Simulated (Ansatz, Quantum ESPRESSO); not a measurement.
Given: the input of a run of Quantum ESPRESSO 7.5 on GaN. 

The input pw.in:

```
&CONTROL
  calculation = 'scf'
  prefix = 'pwscf'
  outdir = './tmp'
  pseudo_dir = './pseudo'
  tprnfor = .true.
  tstress = .true.
  disk_io = 'low'
/
&SYSTEM
  ibrav = 0
  celldm(1) = 8
  nat = 4
  ntyp = 2
  ecutwfc = 56
  ecutrho = 448
  nbnd = 33
  occupations = 'smearing'
  smearing = 'fd'
  degauss = 0.00367493
/
&ELECTRONS
  conv_thr = 8d-10
  electron_maxstep = 120
  mixing_beta = 0.5
/
ATOMIC_SPECIES
Ga    69.7230 ga_pbesol_v1.4.uspp.F.UPF
N     14.0070 n_pbesol_v1.2.uspp.F.UPF
CELL_PARAMETERS alat
  0.7511661345387   0.0000000000000   0.0000000000000
 -0.3755830672694   0.6505289549650   0.0000000000000
  0.0000000000000   0.0000000000000   1.2202906449771
ATOMIC_POSITIONS crystal
Ga     0.6666666667    0.3333333333    0.5000000000
Ga     0.3333333333    0.6666666667    0.0000000000
N      0.6666666667    0.3333333333    0.8750000000
N      0.3333333333    0.6666666667    0.3750000000
K_POINTS automatic
10 10 5 0 0 0
```

The input pp_density.in:

```
&INPUTPP
  prefix = 'pwscf'
  outdir = './tmp'
  filplot = 'density.dat'
  plot_num = 0
/
&PLOT
  nfile = 1
  filepp(1) = 'density.dat'
  iflag = 3
  output_format = 6
  fileout = 'density.cube'
/
```

Contents of pp_potential.in:

```
&INPUTPP
  prefix = 'pwscf'
  outdir = './tmp'
  filplot = 'potential.dat'
  plot_num = 11
/
&PLOT
  nfile = 1
  filepp(1) = 'potential.dat'
  iflag = 3
  output_format = 6
  fileout = 'potential.cube'
/
```

Potentials or basis: GBRV 1.5 PBEsol.

The run is started by

```console
$ OMP_NUM_THREADS=1 mpirun -n 2 pw.x -nk 2 -in pw.in > pw.out
$ OMP_NUM_THREADS=1 mpirun -n 1 pp.x -in pp_density.in > pp_density.out
$ OMP_NUM_THREADS=1 mpirun -n 1 pp.x -in pp_potential.in > pp_potential.out
```

Problem. Translate it to Ansatz 0.2.0. Potentials or basis there: Ansatz PAW, cutoff 420 eV.

Solution. As run (cutoffs and basis follow the program's own potentials, and thresholds, step limits or extra output files can differ):

The input input.yaml:

```yaml
crystal:
  lattice:
    - [3.18, 0.0, 0.0]
    - [-1.59, 2.753960784, 0.0]
    - [0.0, 0.0, 5.166]
  atoms:
    - { symbol: Ga, position: [0.6666666667, 0.3333333333, 0.5] }
    - { symbol: Ga, position: [0.3333333333, 0.6666666667, 0.0] }
    - { symbol: "N", position: [0.6666666667, 0.3333333333, 0.875] }
    - { symbol: "N", position: [0.3333333333, 0.6666666667, 0.375] }
hamiltonian:
  xc: pbesol
  pseudopotentials: { kind: paw }
kpoints:
  mp_grid: { grid: [10, 10, 5] }
scf:
  occupations: { method: fermi_dirac, width: 0.05 }
output:
  forces: true
  stress: true
  eigenvalues: true
```

Potentials or basis: Ansatz PAW.

Command:

```bash
$ ansatz run input.yaml --threads 1 --pin off --max-ram 3584MiB --backend cpu --events-out ev --progress --plain --runs-dir out
```

Both were run:

|  | Quantum ESPRESSO | Ansatz |
| --- | --- | --- |
| Pressure | 1.5 GPa | 1.0 GPa |
| Largest force | 0.133 eV/Å | 0.133 eV/Å |

Ansatz's pressure holds a Pulay term of +0.53 GPa for its cutoff of 420 eV, which the other run lacks.

The potentials hold 48 and 36 valence electrons a cell.

Ansatz's potentials were made for PBE.

Where Ansatz's input types no cutoff or centring, it takes its own default and a Γ-centred mesh.

Pressure is positive in compression.
